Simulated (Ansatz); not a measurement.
SiC: energy of the functional and RPA energy against volume scale

RPA total energy (exact exchange plus RPA correlation) on Kohn-Sham orbitals over scaled volumes of the cell given; energies count from the value at scale 1 or the largest scale. The results are calculated, by Ansatz 0.2.0-dev.

The cell before it is scaled or strained (space group F-43m, No. 216):
```
cell vectors (Å)
   0.0000     2.1790     2.1790
   2.1790     0.0000     2.1790
   2.1790     2.1790     0.0000
atoms (fractions of the cell vectors)
Si  0.00000  0.00000  0.00000
C   0.25000  0.25000  0.25000
```

Settings of every row: orbitals functional PBE; datasets norm_conserving; wave cutoff 1116 eV; k mesh 6x6x6; correlated electrons 8; response cutoff 250 eV; long wavelength term optical; core valence term semilocal.

Limits: core-valence exchange is approximate on these files; the count of empty bands follows the volume.

| row | volume scale | V (Å³/atom) | energy of the functional (eV, a cell) | RPA energy (eV, a cell) | total energy with exact exchange (eV, a cell) |
| --- | --- | --- | --- | --- | --- |
| 1 | 0.92 | 9.518 | 0.1423 | 0.1035 | 0.0963 |
| 2 | 0.96 | 9.932 | ? | ? | ? |
| 3 | 1 | 10.346 | 0 | 0 | 0 |
| 4 | 1.04 | 10.76 | 0.0039 | 0.0219 | 0.0335 |
| 5 | 1.08 | 11.174 | 0.0463 | 0.0818 | 0.1094 |

Question: what energy of the functional and RPA energy should row 2 give?

Worked fit of energy of the functional. Take u = (V_r/V)^(2/3) − 1 with V_r = 10.553 Å³ an atom, which is twice the finite (Eulerian) strain; such expansions in the strain, on which the Birch-Murnaghan equation of state is built, carry the rest volume and the bulk modulus. The shown rows have u = 0.07124, 0.01329, -0.01287, -0.0374. Least squares give energy of the functional = −0.00332 − 0.1658 × u + 31.021 × u² eV; a straight line predicts inner rows, each left out in turn, worse (root mean square 0.055 against 0.00012 eV). The rows lie off it by 0.0000, 0.0000, -0.0001, 0.0000. The withheld row has u = 0.04126, so the fit gives −0.00332 − 0.1658 × (0.04126) + 31.021 × (0.04126)² = 0.0426 eV.

The calculation gave 0.0428 eV. The fit lies 0.0002 eV (0.14 % of the column's range) below it; its largest miss of a shown row is 0.0001 eV.

Worked fit of RPA energy. Take u = (V_r/V)^(2/3) − 1 with V_r = 10.553 Å³ an atom, which is twice the finite (Eulerian) strain; such expansions in the strain, on which the Birch-Murnaghan equation of state is built, carry the rest volume and the bulk modulus. The shown rows have u = 0.07124, 0.01329, -0.01287, -0.0374. Least squares give RPA energy = 0.00579 − 0.8595 × u + 31.319 × u² eV; a straight line predicts inner rows, each left out in turn, worse (root mean square 0.056 against 0.00029 eV). The rows lie off it by 0.0000, 0.0001, -0.0001, 0.0001. The withheld row has u = 0.04126, so the fit gives 0.00579 − 0.8595 × (0.04126) + 31.319 × (0.04126)² = 0.0236 eV.

The calculation gave 0.0237 eV. The fit lies 0.0001 eV (0.097 % of the column's range) below it, one unit of the last digit.

The other values of row 2: total energy with exact exchange 0.0175 eV.
